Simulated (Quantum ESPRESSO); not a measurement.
# Er (I4/mmm) in Quantum ESPRESSO: further runs

One crystal, Er, is run at these levels: PBEsol; tasks: single point.

All numbers are computed with Quantum ESPRESSO 7.5; they aren't measurements. Logs are shortened: lines on timing, memory, paths and dates and some standing lists are left out, and cuts for length are marked.

## Step 1: The structure

The structure is tetragonal, space group I4/mmm (No. 139). Conventional cell: a = 3.798 Å, b = 3.798 Å, c = 3.956 Å, α = 90.00°, β = 90.00°, γ = 90.00°. Er (site symmetry 4/mmm) has 12 Er at 3.34 to 3.80 Å as nearest neighbours.

This isn't the form of Er at room conditions, which is hcp.

## Step 2: Single point, PBEsol, collinear spin, ferromagnetic start, 28.53 Å³/atom

Input file pw.in:

```
&CONTROL
  calculation = 'scf'
  prefix = 'pwscf'
  outdir = './tmp'
  pseudo_dir = './pseudo'
  tprnfor = .true.
  tstress = .true.
  disk_io = 'nowf'
/
&SYSTEM
  ibrav = 0
  nat = 1
  ntyp = 1
  ecutwfc = 55
  ecutrho = 440
  nbnd = 21
  input_dft = 'pbesol'
  occupations = 'smearing'
  smearing = 'fd'
  degauss = 0.00367493
  nspin = 2
  starting_magnetization(1) = 0.1364
/
&ELECTRONS
  conv_thr = 2d-10
  electron_maxstep = 120
  mixing_beta = 0.3
/
ATOMIC_SPECIES
Er   167.2590 Er.paw.z_22.atompaw.wentzcovitch.v1.2.upf
CELL_PARAMETERS angstrom
  -1.8988209192    1.8988209192    1.9779384575
   1.8988209192   -1.8988209192    1.9779384575
   1.8988209192    1.8988209192   -1.9779384575
ATOMIC_POSITIONS crystal
Er     0.0000000000    0.0000000000    0.0000000000
K_POINTS automatic
9 9 9 0 0 0
```

Potentials or basis: SSSP 1.3 efficiency PBE.

Started as:

```sh
$ OMP_NUM_THREADS=1 pw.x -in pw.in > pw.out
```

pw.out:

```text
This program is part of the open-source Quantum ESPRESSO suite
     for quantum simulation of materials; please cite
         "P. Giannozzi et al., J. Phys.:Condens. Matter 21 395502 (2009);
         "P. Giannozzi et al., J. Phys.:Condens. Matter 29 465901 (2017);
         "P. Giannozzi et al., J. Chem. Phys. 152 154105 (2020);
     in publications or presentations arising from this work. More details at

     file Er.paw.z_22.atompaw.wentzcovitch.v1.2.upf: wavefunction(s)  6S 0P 5D 0D 4F 0F renormalized

     IMPORTANT: XC functional enforced from input :
     Exchange-correlation= PBESOL
                           (   1   4  10   8   0   0   0)
     Any further DFT definition will be discarded
     Please, verify this is what you really want

     Message from routine setup:
     using ibrav=0 with symmetry is DISCOURAGED, use correct ibrav instead

     G-vector sticks info
     --------------------
     sticks:   dense  smooth     PW     G-vecs:    dense   smooth      PW
     Sum        1325     655    209                29917    10581    1857

     Using Slab Decomposition

     bravais-lattice index     =            0
     lattice parameter (alat)  =       6.3025  a.u.
     unit-cell volume          =     192.5029 (a.u.)^3
     number of atoms/cell      =            1
     number of atomic types    =            1
     number of electrons       =        22.00
     number of Kohn-Sham states=           21
     kinetic-energy cutoff     =      55.0000  Ry
     charge density cutoff     =     440.0000  Ry
     scf convergence threshold =      2.0E-10
     mixing beta               =       0.3000
     number of iterations used =            8  plain     mixing
     Exchange-correlation= PBESOL
                           (   1   4  10   8   0   0   0)

     celldm(1)=   6.302536  celldm(2)=   0.000000  celldm(3)=   0.000000
     celldm(4)=   0.000000  celldm(5)=   0.000000  celldm(6)=   0.000000

     crystal axes: (cart. coord. in units of alat)
               a(1) = (  -0.569335   0.569335   0.593057 )
               a(2) = (   0.569335  -0.569335   0.593057 )
               a(3) = (   0.569335   0.569335  -0.593057 )

     reciprocal axes: (cart. coord. in units 2 pi/alat)
               b(1) = (  0.000000  0.878218  0.843090 )
               b(2) = (  0.878218  0.000000  0.843090 )
               b(3) = (  0.878218  0.878218  0.000000 )

     PseudoPot. # 1 for Er read from file:
     Er.paw.z_22.atompaw.wentzcovitch.v1.2.upf
     Pseudo is Projector augmented-wave + core cor, Zval = 22.0
     Generated using ATOMPAW code
     Shape of augmentation charge: BESSEL
     Using radial grid of 1114 points,  8 beta functions with:
                l(1) =   0
                l(2) =   0
                l(3) =   1
                l(4) =   1
                l(5) =   2
                l(6) =   2
                l(7) =   3
                l(8) =   3
     Q(r) pseudized with 0 coefficients

     atomic species   valence    mass     pseudopotential
     Er               22.00   167.25900     Er( 1.00)

     Starting magnetic structure
     atomic species   magnetization
     Er              0.136

     16 Sym. Ops., with inversion, found

   Cartesian axes

     site n.     atom                  positions (alat units)
         1        Er     tau(   1) = (   0.0000000   0.0000000   0.0000000  )

     number of k points=    75  Fermi-Dirac smearing, width (Ry)=  0.0037
                       cart. coord. in units 2pi/alat
        k(    1) = (   0.0000000   0.0000000   0.0000000), wk =   0.0013717
        k(    2) = (   0.0975798   0.0975798   0.0000000), wk =   0.0054870
        k(    3) = (   0.1951596   0.1951596   0.0000000), wk =   0.0054870
        k(    4) = (   0.2927394   0.2927394   0.0000000), wk =   0.0054870
        k(    5) = (   0.3903192   0.3903192   0.0000000), wk =   0.0054870
        k(    6) = (   0.0975798   0.0000000   0.0936766), wk =   0.0109739
[... 67 lines left out ...]
        k(   74) = (   0.0000000   0.0000000   0.7494129), wk =   0.0027435
        k(   75) = (   0.0000000   0.7806385   0.0000000), wk =   0.0054870

     Dense  grid:    29917 G-vectors     FFT dimensions: (  45,  45,  45)

     Smooth grid:    10581 G-vectors     FFT dimensions: (  30,  30,  30)

     Generating pointlists ...
     new r_m :   0.4125 (alat units)  2.5998 (a.u.) for type    1

     Initial potential from superposition of free atoms

     starting charge      21.9958, renormalised to      22.0000
     Starting wfcs are   32 randomized atomic wfcs

     Self-consistent Calculation

     iteration #  1     ecut=    55.00 Ry     beta= 0.30
     Davidson diagonalization with overlap
     ethr =  1.00E-02,  avg # of iterations =  7.2

     total energy              =    -876.17525384 Ry
     estimated scf accuracy    <       2.03389469 Ry

     total magnetization       =     0.79 Bohr mag/cell
     absolute magnetization    =     0.79 Bohr mag/cell

     iteration #  2     ecut=    55.00 Ry     beta= 0.30
     Davidson diagonalization with overlap
     ethr =  9.24E-03,  avg # of iterations =  2.0

     total energy              =    -874.71584222 Ry
     estimated scf accuracy    <      33.61016417 Ry

     total magnetization       =     2.62 Bohr mag/cell
     absolute magnetization    =     2.62 Bohr mag/cell

     iteration #  3     ecut=    55.00 Ry     beta= 0.30
     Davidson diagonalization with overlap
     ethr =  9.24E-03,  avg # of iterations =  2.0

     total energy              =    -877.56913757 Ry
     estimated scf accuracy    <       0.01763658 Ry

     total magnetization       =     2.24 Bohr mag/cell
     absolute magnetization    =     2.24 Bohr mag/cell

     iteration #  4     ecut=    55.00 Ry     beta= 0.30
     Davidson diagonalization with overlap
     ethr =  8.02E-05,  avg # of iterations =  3.7

     total energy              =    -877.57263805 Ry
     estimated scf accuracy    <       0.01037754 Ry

     total magnetization       =     2.29 Bohr mag/cell
     absolute magnetization    =     2.29 Bohr mag/cell

     iteration #  5     ecut=    55.00 Ry     beta= 0.30
     Davidson diagonalization with overlap
     ethr =  4.72E-05,  avg # of iterations =  1.3

     total energy              =    -877.58211270 Ry
     estimated scf accuracy    <       0.00908248 Ry

     total magnetization       =     2.31 Bohr mag/cell
     absolute magnetization    =     2.31 Bohr mag/cell

     iteration #  6     ecut=    55.00 Ry     beta= 0.30
     Davidson diagonalization with overlap
     ethr =  4.13E-05,  avg # of iterations =  1.7

     total energy              =    -877.58526271 Ry
     estimated scf accuracy    <       0.02413644 Ry

     total magnetization       =     2.41 Bohr mag/cell
     absolute magnetization    =     2.62 Bohr mag/cell

     iteration #  7     ecut=    55.00 Ry     beta= 0.30
     Davidson diagonalization with overlap
     ethr =  4.13E-05,  avg # of iterations =  1.1

     total energy              =    -877.58722184 Ry
     estimated scf accuracy    <       0.00198994 Ry

     total magnetization       =     2.30 Bohr mag/cell
     absolute magnetization    =     2.52 Bohr mag/cell

     iteration #  8     ecut=    55.00 Ry     beta= 0.30
     Davidson diagonalization with overlap
     ethr =  9.05E-06,  avg # of iterations =  1.4

     total energy              =    -877.58319364 Ry
     estimated scf accuracy    <       0.00144212 Ry

     total magnetization       =     2.29 Bohr mag/cell
     absolute magnetization    =     2.54 Bohr mag/cell

     iteration #  9     ecut=    55.00 Ry     beta= 0.30
     Davidson diagonalization with overlap
     ethr =  6.56E-06,  avg # of iterations =  1.2

     total energy              =    -877.58527421 Ry
     estimated scf accuracy    <       0.00026055 Ry

     total magnetization       =     2.28 Bohr mag/cell
     absolute magnetization    =     2.48 Bohr mag/cell

     iteration # 10     ecut=    55.00 Ry     beta= 0.30
     Davidson diagonalization with overlap
     ethr =  1.18E-06,  avg # of iterations =  1.7

     total energy              =    -877.58530133 Ry
     estimated scf accuracy    <       0.00075702 Ry

     total magnetization       =     2.29 Bohr mag/cell
     absolute magnetization    =     2.51 Bohr mag/cell

     iteration # 11     ecut=    55.00 Ry     beta= 0.30
     Davidson diagonalization with overlap
     ethr =  1.18E-06,  avg # of iterations =  1.5

     total energy              =    -877.58549435 Ry
     estimated scf accuracy    <       0.00001686 Ry

     total magnetization       =     2.25 Bohr mag/cell
     absolute magnetization    =     2.49 Bohr mag/cell
[... 111 lines left out ...]
     iteration # 23     ecut=    55.00 Ry     beta= 0.30
     Davidson diagonalization with overlap
     ethr =  4.43E-11,  avg # of iterations =  1.1

     total energy              =    -877.58549080 Ry
     estimated scf accuracy    <          5.6E-09 Ry

     total magnetization       =     2.24 Bohr mag/cell
     absolute magnetization    =     2.50 Bohr mag/cell

     iteration # 24     ecut=    55.00 Ry     beta= 0.30
     Davidson diagonalization with overlap
     ethr =  2.54E-11,  avg # of iterations =  1.0

     total energy              =    -877.58549080 Ry
     estimated scf accuracy    <          6.0E-09 Ry

     total magnetization       =     2.24 Bohr mag/cell
     absolute magnetization    =     2.50 Bohr mag/cell

     iteration # 25     ecut=    55.00 Ry     beta= 0.30
     Davidson diagonalization with overlap
     ethr =  2.54E-11,  avg # of iterations =  1.0

     total energy              =    -877.58549080 Ry
     estimated scf accuracy    <          6.2E-09 Ry

     total magnetization       =     2.24 Bohr mag/cell
     absolute magnetization    =     2.50 Bohr mag/cell

     iteration # 26     ecut=    55.00 Ry     beta= 0.30
     Davidson diagonalization with overlap
     ethr =  2.54E-11,  avg # of iterations =  1.0

     total energy              =    -877.58549080 Ry
     estimated scf accuracy    <          1.9E-09 Ry

     total magnetization       =     2.24 Bohr mag/cell
     absolute magnetization    =     2.50 Bohr mag/cell

     iteration # 27     ecut=    55.00 Ry     beta= 0.30
     Davidson diagonalization with overlap
     ethr =  8.59E-12,  avg # of iterations =  2.0

     total energy              =    -877.58549080 Ry
     estimated scf accuracy    <          2.4E-09 Ry

     total magnetization       =     2.24 Bohr mag/cell
     absolute magnetization    =     2.50 Bohr mag/cell

     iteration # 28     ecut=    55.00 Ry     beta= 0.30
     Davidson diagonalization with overlap
     ethr =  8.59E-12,  avg # of iterations =  1.2

     total energy              =    -877.58549080 Ry
     estimated scf accuracy    <          2.2E-10 Ry

     total magnetization       =     2.24 Bohr mag/cell
     absolute magnetization    =     2.50 Bohr mag/cell

     iteration # 29     ecut=    55.00 Ry     beta= 0.30
     Davidson diagonalization with overlap
     ethr =  9.87E-13,  avg # of iterations =  1.6

     total energy              =    -877.58549080 Ry
     estimated scf accuracy    <          2.6E-10 Ry

     total magnetization       =     2.24 Bohr mag/cell
     absolute magnetization    =     2.50 Bohr mag/cell

     iteration # 30     ecut=    55.00 Ry     beta= 0.30
     Davidson diagonalization with overlap
     ethr =  9.87E-13,  avg # of iterations =  1.0

     Magnetic moment per site  (integrated on atomic sphere of radius R)
     atom   1 (R=0.412)  charge= 20.4712  magn=  2.3335

     End of self-consistent calculation

     Number of k-points >= 100: set verbosity='high' to print the bands.

     the Fermi energy is    14.1961 ev

!    total energy              =    -877.58549080 Ry
     total all-electron energy =      -877.585491 Ry
     estimated scf accuracy    <          1.1E-11 Ry
     smearing contrib. (-TS)   =      -0.01057773 Ry
     internal energy E=F+TS    =    -877.57491308 Ry

     The total energy is F=E-TS. E is the sum of the following terms:
     one-electron contribution =    -246.24797962 Ry
     hartree contribution      =     123.54473448 Ry
     xc contribution           =     -32.82989435 Ry
     ewald contribution        =    -242.11535391 Ry
     one-center paw contrib.   =    -479.92641968 Ry

     total magnetization       =     2.24 Bohr mag/cell
     absolute magnetization    =     2.50 Bohr mag/cell

     convergence has been achieved in  30 iterations

     Forces acting on atoms (cartesian axes, Ry/au):

     atom    1 type  1   force =     0.00000000    0.00000000    0.00000000

     Total force =     0.000000     Total SCF correction =     0.000000

     Computing stress (Cartesian axis) and pressure

          total   stress  (Ry/bohr**3)                   (kbar)     P=        8.87
   0.00007843  -0.00000000  -0.00000000           11.54       -0.00       -0.00
  -0.00000000   0.00007843  -0.00000000           -0.00       11.54       -0.00
  -0.00000000  -0.00000000   0.00002403           -0.00       -0.00        3.54

=------------------------------------------------------------------------------=
   JOB DONE.
=------------------------------------------------------------------------------=
```

It took 2.1 min on 1 thread of Intel Xeon 6975P-C (Granite Rapids), shared host; peak memory 0.38 GiB.

What came out:

| Property | Result |
| --- | --- |
| Free energy | -11940.1589 eV |
| Pressure | 0.9 GPa |
| Band gap on the k mesh | none (metal or under the smearing width) |
| Net moment | 2.24 μB per cell |
| Absolute moment | 2.50 μB per cell |
| Site moments | Er +2.33 μB |
| Valence electrons inside the program's atomic spheres | Er 20.47 |

Caveat: the potentials were made for another functional, which shifts forces and pressure; the magnetic or orbital state may not be the lowest; spin-orbit coupling is left out, which moves the levels of the heavy elements.

## Step 3: Single point, PBEsol, collinear spin, ferromagnetic start, 29.73 Å³/atom

pw.in: that of step 2 with these lines changed.

```diff
@@ -7,3 +7,3 @@
   tstress = .true.
-  disk_io = 'nowf'
+  disk_io = 'low'
 /
@@ -31,5 +31,5 @@
 CELL_PARAMETERS angstrom
-  -1.8988209192    1.8988209192    1.9779384575
-   1.8988209192   -1.8988209192    1.9779384575
-   1.8988209192    1.8988209192   -1.9779384575
+  -1.9383796884    1.9383796884    1.9779384575
+   1.9383796884   -1.9383796884    1.9779384575
+   1.9383796884    1.9383796884   -1.9779384575
 ATOMIC_POSITIONS crystal
```

Input file pp_density.in:

```
&INPUTPP
  prefix = 'pwscf'
  outdir = './tmp'
  filplot = 'density.dat'
  plot_num = 0
/
&PLOT
  nfile = 1
  filepp(1) = 'density.dat'
  iflag = 3
  output_format = 6
  fileout = 'density.cube'
/
```

Input file pp_potential.in:

```
&INPUTPP
  prefix = 'pwscf'
  outdir = './tmp'
  filplot = 'potential.dat'
  plot_num = 11
/
&PLOT
  nfile = 1
  filepp(1) = 'potential.dat'
  iflag = 3
  output_format = 6
  fileout = 'potential.cube'
/
```

Input file pp_spin.in:

```
&INPUTPP
  prefix = 'pwscf'
  outdir = './tmp'
  filplot = 'spin.dat'
  plot_num = 6
/
&PLOT
  nfile = 1
  filepp(1) = 'spin.dat'
  iflag = 3
  output_format = 6
  fileout = 'spin.cube'
/
```

Potentials or basis: SSSP 1.3 efficiency PBE.

Started as:

```sh
$ OMP_NUM_THREADS=1 pw.x -in pw.in > pw.out
$ OMP_NUM_THREADS=1 pp.x -in pp_density.in > pp_density.out
$ OMP_NUM_THREADS=1 pp.x -in pp_potential.in > pp_potential.out
$ OMP_NUM_THREADS=1 pp.x -in pp_spin.in > pp_spin.out
```

It took 1.9 min on 1 thread of Intel Xeon 6975P-C (Granite Rapids), shared host; peak memory 0.41 GiB.

Results (log left out):

```yaml
Free_energy: -11940.1633 eV
Pressure: -0.3 GPa
Band_gap_on_the_k_mesh: none (metal or under the smearing width)
Net_moment: 2.23 μB per cell
Absolute_moment: 2.50 μB per cell
Site_moments: Er +2.33 μB
Valence_electrons_inside_the_program's_atomic_spheres: Er 20.50
```

Caveat: the potentials were made for another functional, which shifts forces and pressure; the magnetic or orbital state may not be the lowest; spin-orbit coupling is left out, which moves the levels of the heavy elements.
